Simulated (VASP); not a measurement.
A run of VASP 6.6.1 is set up as follows.

Contents of POSCAR:

```
Li2Se
1.0
    0.0000000000      3.0025000000      3.0025000000
    3.0025000000      0.0000000000      3.0025000000
    3.0025000000      3.0025000000      0.0000000000
Se Li
1 2
Direct
    0.0000000000      0.0000000000      0.0000000000
    0.7500000000      0.7500000000      0.7500000000
    0.2500000000      0.2500000000      0.2500000000
```

Contents of INCAR.step1:

```
SYSTEM = Li2Se
PREC = Accurate ; ENCUT = 520
EDIFF = 1E-7 ; ISMEAR = -1
SIGMA = 0.05 ; LREAL = .FALSE.
LASPH = .TRUE. ; NELM = 60
ALGO = Normal ; ISIF = 2
LWAVE = .FALSE. ; LCHARG = .TRUE.
GGA = PE
```

File KPOINTS.step1:

```
regular mesh
0
G
  8 8 8
  0 0 0
```

File INCAR.step2:

```
SYSTEM = Li2Se
PREC = Accurate ; ENCUT = 520
EDIFF = 1E-7 ; ISMEAR = 0
SIGMA = 0.05 ; LREAL = .FALSE.
LASPH = .TRUE. ; NELM = 60
ALGO = Normal ; ISIF = 2
LWAVE = .FALSE. ; LCHARG = .FALSE.
GGA = PE ; ICHARG = 11
```

KPOINTS.step2

```
path GXWKGLUWLK,UX
10
line-mode
reciprocal
 0.0000000000  0.0000000000  0.0000000000  G
 0.5000000000  0.0000000000  0.5000000000  X

 0.5000000000  0.0000000000  0.5000000000  X
 0.5000000000  0.2500000000  0.7500000000  W

 0.5000000000  0.2500000000  0.7500000000  W
 0.3750000000  0.3750000000  0.7500000000  K

 0.3750000000  0.3750000000  0.7500000000  K
 0.0000000000  0.0000000000  0.0000000000  G

 0.0000000000  0.0000000000  0.0000000000  G
 0.5000000000  0.5000000000  0.5000000000  L

 0.5000000000  0.5000000000  0.5000000000  L
 0.6250000000  0.2500000000  0.6250000000  U

 0.6250000000  0.2500000000  0.6250000000  U
 0.5000000000  0.2500000000  0.7500000000  W

 0.5000000000  0.2500000000  0.7500000000  W
 0.5000000000  0.5000000000  0.5000000000  L

 0.5000000000  0.5000000000  0.5000000000  L
 0.3750000000  0.3750000000  0.7500000000  K

 0.6250000000  0.2500000000  0.6250000000  U
 0.5000000000  0.0000000000  0.5000000000  X
```

Potentials or basis: VASP PAW PBE potentials, release 64 (Se, Li_sv).

Command:

```bash
$ cat potpaw_PBE.64/Se/POTCAR potpaw_PBE.64/Li_sv/POTCAR > POTCAR
$ cp INCAR.step1 INCAR
$ cp KPOINTS.step1 KPOINTS
$ mpirun -np 1 vasp_std > vasp.out
$ cp INCAR.step2 INCAR
$ cp KPOINTS.step2 KPOINTS
$ mpirun -np 1 vasp_std > vasp.out
```

Problem. Estimate the band gap on the k mesh.

Solution. 2.97 eV, indirect (least direct gap 3.39 eV).

Problem. Predict the band gap along the path.

Solution. 2.97 eV, indirect (least direct gap 3.39 eV).

Levels at the corners of the path, in eV from the valence-band top:
```
point  band 2  band 3  band 4  band 5  band 6  band 7  band 8  band 9  band 10
    Γ  -44.70  -11.39    0.00    0.00    0.00    3.39    5.62    5.62     5.62
    X  -44.70  -10.91   -2.27   -1.44   -1.44    2.97    6.18   10.31    10.31
    X  -44.70  -10.91   -2.27   -1.44   -1.44    2.97    6.18   10.31    10.31
    W  -44.71  -10.91   -1.90   -1.90   -1.75    5.15    6.38    8.04     8.04
    W  -44.71  -10.91   -1.90   -1.90   -1.75    5.15    6.38    8.04     8.04
    K  -44.71  -10.92   -2.09   -2.06   -1.17    4.10    7.25    8.44     8.92
    K  -44.71  -10.92   -2.09   -2.06   -1.17    4.10    7.25    8.44     8.92
    Γ  -44.70  -11.39    0.00    0.00    0.00    3.39    5.62    5.62     5.62
    Γ  -44.70  -11.39    0.00    0.00    0.00    3.39    5.62    5.62     5.62
    L  -44.71  -11.02   -2.90   -0.53   -0.53    5.11    5.96    5.96     7.94
    L  -44.71  -11.02   -2.90   -0.53   -0.53    5.11    5.96    5.96     7.94
    U  -44.71  -10.92   -2.09   -2.06   -1.17    4.10    7.25    8.44     8.92
    U  -44.71  -10.92   -2.09   -2.06   -1.17    4.10    7.25    8.44     8.92
    W  -44.71  -10.91   -1.90   -1.90   -1.75    5.15    6.38    8.04     8.04
    W  -44.71  -10.91   -1.90   -1.90   -1.75    5.15    6.38    8.04     8.04
    L  -44.71  -11.02   -2.90   -0.53   -0.53    5.11    5.96    5.96     7.94
    L  -44.71  -11.02   -2.90   -0.53   -0.53    5.11    5.96    5.96     7.94
    K  -44.71  -10.92   -2.09   -2.06   -1.17    4.10    7.25    8.44     8.92
    U  -44.71  -10.92   -2.09   -2.06   -1.17    4.10    7.25    8.44     8.92
    X  -44.70  -10.91   -2.27   -1.44   -1.44    2.97    6.18   10.31    10.31
```

Caveat: the log is that of the step along the path at fixed density, whose energy, stress, charges and moments have no meaning. As with any semilocal functional, this PBE gap is likely too small.
